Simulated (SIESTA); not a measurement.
# Au under changes of volume

One of the cells (17.651 Å³/atom); the others are scaled copies at fixed shape and fractional positions:

```
CELL_PARAMETERS angstrom
1.41131 -2.55593 0.00000
1.41131 2.55593 0.00000
0.00000 0.00000 4.89317
ATOMIC_POSITIONS crystal
Au 0.33467 0.66533 0.25000
Au 0.66533 0.33467 0.75000
```

This isn't the form of Au at room conditions, which is fcc.

```yaml
Program: SIESTA 5.4.2
Functional: LDA
Potentials_or_basis: PseudoDojo 0.4 standard (LDA files)
Basis: DZP (energy shift 0.003 Ry; two zetas on semicore shells)
Grid_cutoff: 800 Ry
Energy_shift: 0.003 Ry
k_mesh: 11 × 11 × 6
Occupations: fermi-dirac, width 0.05 eV
Spin: no spin polarisation
```

```csv
volume (Å³/atom),energy over the lowest point (meV/atom),pressure (GPa),largest force (eV/Å)
16.592,0.08,2.1,0.062
16.945,0.00,-1.8,0.051
17.298,8.00,-5.3,0.050
17.651,23.20,-8.4,0.035
18.004,44.55,-11.0,0.024
18.357,71.29,-13.3,0.025
18.710,?,?,?
```

What does the run at 18.710 Å³/atom give?

Energy over the lowest point 102.85 meV/atom; pressure -15.3 GPa; largest force 0.016 eV/Å.

Worked out: A Birch-Murnaghan fit of order 3 (a polynomial in V^(-2/3)) to the other rows has its minimum at 16.77 Å³/atom with B0 = V·E''(V) = 188 GPa and B' = 5.5 at fixed shape and positions, which overstates the stiffness. It gives 102.72 meV/atom at 18.710 Å³/atom, against the run's 102.85, and -dE/dV = -15.2 GPa, against -15.3.

Energies are extrapolated to zero smearing.

Caveats: short orbitals over semicore shells can move pressures by several GPa; the basis of atomic orbitals isn't converged, which shifts pressures, moduli and gaps.
